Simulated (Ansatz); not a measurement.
Au2Al and the effect of spin-orbit coupling

The structure is tetragonal, space group I4/mmm (No. 139). Conventional cell: a = 3.343 Å, b = 3.343 Å, c = 8.798 Å, α = 90.00°, β = 90.00°, γ = 90.00°. Au (site symmetry 4mm) is surrounded by 5 Al at 2.73 to 3.02 Å and 5 Au at 2.75 to 2.88 Å. Al (site symmetry 4/mmm) is surrounded by 10 Au at 2.73 to 3.02 Å.

The cell comes from a database or a generator and needn't be the stable form of this composition.

Kept alike: task band structure; functional PBEsol; k mesh 11 × 11 × 11; occupations fermi-dirac, width 0.05 eV. Program: Ansatz, Ansatz PAW, cutoff 420 eV. The mesh is that of the run's cell of 3 atoms.

```csv
spin-orbit coupling,pressure (GPa)
off,-2.28
on,-3.38
```

Pressure is positive in compression, with a Pulay correction for the finite cutoff. For a metal such a mesh leaves the last digits unconverged. All rows use potentials made for PBE.

Q: What does spin-orbit coupling change here?

A: The pressure runs from -3.38 (on) to -2.28 GPa (off).
